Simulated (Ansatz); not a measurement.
## rocksalt-structured BaS: what the numbers say

**What was measured.** A cell as deposited of cubic BaS (space group Fm-3m), temperature not stated, from the Crystallography Open Database (1963), has a = 6.388 Å and 32.58 Å³/atom.

A printed reference work, monograph, original work of 1988 reports, for a bulk crystal of BaS at 2 K: band gap 3.806 eV (indirect).

Method: PBE, scalar-relativistic; no spin polarisation; PAW, 420 eV, Γ-centred 10×10×10 mesh, 0.05 eV Gaussian smearing; code Ansatz; PAW files: Ansatz's generated set soft_2.

The start was a prototype's sites filled with these elements; the Crystallography Open Database holds the compound in this structure.

The relaxed structure (symmetry read at 0.01 Å). The structure is cubic, space group Fm-3m (No. 225). The conventional cell has a = 6.428 Å, b = 6.428 Å, c = 6.428 Å, α = 90.00°, β = 90.00°, γ = 90.00°. Around Ba (site symmetry m-3m) lie 6 S at 3.21 Å. S (site symmetry m-3m) is surrounded by 6 Ba at 3.21 Å. (Neighbours are counted to 15 % beyond the shortest distance.)

Should it be a metal or an insulator?

Formal charges Ba²⁺, S²⁻ balance and leave closed shells on every ion, so a band insulator is expected, and the gap is 2.23 eV.

What fixes the bond lengths?

Shannon's ionic radii give a check on the bond lengths: Ba²⁺ with 6 neighbours 1.35 Å + S²⁻ 1.84 Å = 3.19 Å against a computed mean of 3.21 Å. Sums and bonds agree within 3 %, so ion sizes set the bond lengths.

How ionic is it?

Bader charges against formal ones: Ba +1.42 (+2), S −1.42 (−2). The cations give up 71 % of the formal charge; Bader charges stay under formal ones because the anions' density reaches into the cations' basins.

How stiff is it, in energy terms?

B0·V0 = 41.7 GPa × 33.21 Å³ = 8.65 eV/atom sets the scale: near the minimum ΔE ≈ ½ B0 V0 x², with x = V/V0 − 1, and a pressure of 0.4 GPa squeezes the volume by about 1 %. At the ends of the curve: x = −5.5 % predicts 13.1 meV/atom and the run gives 14.5; x = +10.0 % predicts 43.3 meV/atom and the run gives 36.4. The lopsidedness is anharmonic: atoms resist being pushed together more than being pulled apart.

Which Debye temperature follows from the elastic moduli?

K = 42 GPa and G = 24 GPa (Hill). With a density of 4.235 g/cm³ (mean mass 84.7 u, 33.21 Å³/atom), K = 41.7 and G = 24.40 GPa from the unrounded constants, v_l = √((K + 4G/3)/ρ) = 4190 m/s and v_t = √(G/ρ) = 2400 m/s. The mean [(1/v_l³ + 2/v_t³)/3]^(−1/3) is 2670 m/s, and θ_D = (ħ/k_B)(6π²/V)^(1/3) v_m ≈ 250 K, with V the volume an atom.

All results together:

* Volume: 33.21 Å³/atom
* Band gap: 2.23 eV
* Smallest direct gap: 2.35 eV
* Bader charges: Ba 1.42; S -1.42 e
* Formation energy from the elements (0 K, uncorrected): -2.13 eV/atom
* Bulk modulus (Birch–Murnaghan): 42 GPa
* Pressure derivative B0′: 4.5
* Shear modulus (Hill): 24 GPa
* Young's modulus: 61 GPa
* Poisson's ratio: 0.26
* Elastically stable: yes

**Against experiment.** PBE gives 6.428 Å and 33.21 Å³/atom, +1.9 % in volume (+0.6 % in length) from the database's cell. PBE usually overestimates volumes by a few per cent. The static lattice also lacks zero-point motion and thermal expansion, roughly 0.9 to 2.2 % in volume at 300 K (room temperature assumed) by Grüneisen's rule, γ·3k_BT/(B0·V0) with γ of 1 to 2.5, so its own overestimate is larger than the figure. Against the measured gap of BaS, 3.806 eV (indirect; 2 K; a printed reference work, monograph, original work of 1988), the calculated 2.23 eV is off by -1.57 eV. Kohn–Sham gaps of semilocal functionals mostly fall below measured ones. Spin–orbit coupling is left out here. Temperature and excitons aren't in the calculation.

Kohn–Sham gaps of semilocal functionals lie under measured ones, often by a third or more. Scalar-relativistic only: spin–orbit splittings of the heavy atoms' levels are missing.
